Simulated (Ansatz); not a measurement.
Crystal: As.

```
CELL_PARAMETERS angstrom
2.70368 0.00000 0.00000
0.00000 2.70368 0.00000
0.00000 0.00000 2.70368
ATOMIC_POSITIONS crystal
As 0.50000 0.50000 0.50000
```

This isn't the form of As at room conditions, which is rhombohedral.

Base run:

- Program: Ansatz 0.2.0
- Functional: r2SCAN
- Potentials or basis: Ansatz PAW
- Cutoff: 500 eV (not typed: the program's choice for these potentials)
- k mesh: 10 × 10 × 10
- Occupations: fermi-dirac, width 0.05 eV
- Spin: no spin polarisation

Its results: band gap on the k mesh none (metal or under the smearing width); pressure -0.2 GPa.

Task: The run is repeated on the same cell with these changes: functional from r2SCAN to LDA; cutoff from 500 eV (not typed: the program's choice for these potentials) to 420 eV (not typed: the program's choice for these potentials). What comes out?

Result: Band gap on the k mesh none (metal or under the smearing width); pressure -3.2 GPa.

Caveats: the PAW data sets come from PBE, with cores solved anew for the run's functional, which leaves a small shift of forces and pressure.
